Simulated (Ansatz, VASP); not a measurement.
**Two plane-wave programs on Rb**

File INCAR:

```
PREC     = Accurate       # precision mode
ENCUT    = 520            # plane-wave cutoff, eV
EDIFF    = 1E-6           # SCF threshold, eV
ISMEAR   = -1             # smearing method
SIGMA    = 0.1            # smearing width, eV
LREAL    = False          # projectors in reciprocal space
LASPH    = True           # aspherical terms in the spheres
NELM     = 80             # most SCF steps
ALGO     = Normal         # electronic algorithm
ISIF     = 2              # what is computed and relaxed
LWAVE    = False          # write WAVECAR
LCHARG   = False          # write CHGCAR
GGA      = PE             # functional
NBANDS   = 10             # bands
```

KPOINTS

```
regular mesh
0
Gamma
  3 3 3
```

File POSCAR:

```
Rb
1.0
   -2.8359049291      2.8359049291      2.8359049291
    2.8359049291     -2.8359049291      2.8359049291
    2.8359049291      2.8359049291     -2.8359049291
Rb
1
Direct
    0.0000000000      0.0000000000      0.0000000000
```

Input for Ansatz:

```yaml
crystal:
  lattice:
    - [-2.8359049291, 2.8359049291, 2.8359049291]
    - [2.8359049291, -2.8359049291, 2.8359049291]
    - [2.8359049291, 2.8359049291, -2.8359049291]
  atoms:
    - { symbol: Rb, position: [0.0, 0.0, 0.0] }
hamiltonian:
  xc: pbe
  pseudopotentials:
    kind: paw
    azcp:
      Rb: "pseudopotentials/Rb.paw.azcp"
basis:
  ecutwfc: 420
  fft_grid_basis: typed
kpoints:
  mp_grid: { grid: [3, 3, 3], shift: [0, 0, 0] }
magnetization:
  spin_polarized: false
scf:
  occupations: { method: fermi_dirac, width: 0.1 }
  lower_state_search: "off"
output:
  stress: true
```

Alike in both runs: task single point; functional PBE; k mesh 3 × 3 × 3; occupations fermi-dirac, width 0.1 eV; no spin polarisation.

|  | VASP | Ansatz |
| --- | --- | --- |
| version | VASP 6.6.1 | Ansatz 0.2.0 |
| potentials or method | VASP PAW PBE potentials, release 64 (Rb_sv) | plane waves (420 eV) with PAW, scalar-relativistic |
| plane-wave cutoff (eV) | 520 | 420 |
| valence electrons in the cell | 9 | 9 |

|  | VASP | Ansatz | Ansatz less VASP |
| --- | --- | --- | --- |
| pressure (GPa) | -0.1 | -0.1 | 0.00 |

Caveats: the k mesh is coarse (spacing up to 0.52 Å⁻¹), so the values aren't converged.
